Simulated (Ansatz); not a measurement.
Relaxed sheet of C:

```xyz
2
Lattice="2.4657 0.0000 0.0000 -1.2329 2.1354 0.0000 0.0000 0.0000 26.0032" Properties=species:S:1:pos:R:3 pbc="T T F"
C     1.2329    0.7118   13.0016
C     0.0000    1.4236   13.0016
```

The calculation used DFT PBE+D3(BJ), scalar-relativistic, plane waves, PAW in Ansatz 0.2.0. Settings: cutoff 420 eV, Γ-centred mesh 18×18×1 on the computed 2-atom cell, Gaussian smearing of 0.10 eV; no spin polarisation. The sheet is isolated along c (Coulomb cut-off).

Atoms relax at each strain; stress is positive in compression. Unstrained: gap none (metal or semimetal), thickness 0.000 Å.

(1) Which strain in the plane gives ΔE (meV/cell) = 201.8, σxx (N/m) = -13.97, σyy (N/m) = -13.97?

## Answers

(1) Biaxial strain of +4 %. Stress that grows in proportion gives ΔE = ½σεA, with A = 5.27 Å² unstrained and both stresses added, so ε is about +4.4 %; negative stress means stretching. The gap is then none (metal or semimetal).